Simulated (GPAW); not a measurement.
Wanted: an ASE script for a GPAW 26.7.0 run.

```yaml
Task: single point
Functional: PBE
Potentials_or_basis: GPAW PAW data sets (gpaw-data 1.2.1)
Cutoff: 600 eV
Basis: pw
k_mesh: 8 × 8 × 8
Occupations: fermi-dirac, width 0.05 eV
Spin: no spin polarisation
Maxiter: 120
Convergence: default
```

Crystal: ZrC.

```
CELL_PARAMETERS angstrom
0.00000 2.36500 2.36500
2.36500 0.00000 2.36500
2.36500 2.36500 0.00000
ATOMIC_POSITIONS crystal
Zr 0.50000 0.50000 0.50000
C 0.00000 0.00000 0.00000
```

These files were run (other wordings do the same):

run.py

```python
from ase import Atoms
from ase.dft.bandgap import bandgap
from ase.io import write
from ase.units import GPa
from gpaw import GPAW, PW

atoms = Atoms(['Zr', 'C'],
              cell=[[0.0, 2.365, 2.365],
                    [2.365, 0.0, 2.365],
                    [2.365, 2.365, 0.0]],
              scaled_positions=[[0.5, 0.5, 0.5],
                                [0.0, 0.0, 0.0]],
              pbc=True)

calc = GPAW(mode=PW(600),
            xc='PBE',
            kpts={'size': (8, 8, 8), 'gamma': True},
            occupations={'name': 'fermi-dirac', 'width': 0.05},
            nbands=18,
            maxiter=120,
            txt='gpaw.txt')
atoms.calc = calc
energy = atoms.get_potential_energy()
forces = atoms.get_forces()
stress = atoms.get_stress()
calc.write('gs.gpw')
write('result.traj', atoms)
print(f'Energy: {energy:.6f} eV')
print('Forces (eV/A):')
print(forces.round(4))
print('Stress (GPa):', (stress / GPa).round(3))
print('Fermi level:', round(calc.get_fermi_level(), 4), 'eV')
print(f'Gap: {bandgap(calc)[0]:.4f} eV, direct: {bandgap(calc, direct=True)[0]:.4f} eV')
```

Potentials or basis: GPAW PAW data sets (gpaw-data 1.2.1), pw.

Command:

```console
$ OMP_NUM_THREADS=1 python run.py
```

It gave:

| Item | Value |
| --- | --- |
| Pressure | -3.8 GPa |
| Band gap on the k mesh | none (metal or under the smearing width) |

Caveat: the cutoff is short for stress and forces, so pressures can be off by a GPa or more.

Wall time 11 s on 1 thread of Intel(R) Xeon(R) Platinum 8488C (Sapphire Rapids), with other jobs on the host, peak memory 0.15 GiB.
